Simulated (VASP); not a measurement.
Crystal: ZnS.

```
Zn S
1.0
     0.00000    2.70200    2.70200
     2.70200    0.00000    2.70200
     2.70200    2.70200    0.00000
Zn S
1 1
Direct
  0.75000 0.75000 0.75000
  0.00000 0.00000 0.00000
```

- Program: VASP 6.6.1
- Task: relaxation of cell and atoms
- Functional: revPBE
- Potentials or basis: VASP PAW PBE potentials, release 64 (Zn, S)
- Cutoff: 600 eV
- k mesh: 9 × 9 × 9
- Occupations: fermi-dirac, width 0.05 eV
- Spin: no spin polarisation

At the start: pressure 3.7 GPa; volume 19.73 Å³/atom.

Q: How do energy, volume and symmetry change on relaxing?

A: Over 4 steps the energy falls by 11.1 meV/atom and the volume is 20.77 Å³/atom (+5.3 %); space group F-43m (No. 216, to 0.05 Å).

Step by step:
```tsv
step	energy change (eV)	largest force (eV/Å)	pressure (GPa)	volume (Å³)
1	0.0000	0.0000	3.66	39.45
2	-0.0206	0.0000	-0.86	42.08
3	-0.0222	0.0000	0.08	41.49
4	-0.0222	0.0000	-0.07	41.54
```

Final structure:
```yaml
crystal:
  lattice:
    - [0.00000, 2.74883, 2.74883]
    - [2.74883, 0.00000, 2.74883]
    - [2.74883, 2.74883, 0.00000]
  atoms:
    - { symbol: Zn, position: [0.75000, 0.75000, 0.75000] }
    - { symbol: S, position: [0.00000, 0.00000, 0.00000] }
```

Caveat: the PAW data sets were made with another functional, which shifts forces and pressure a little.
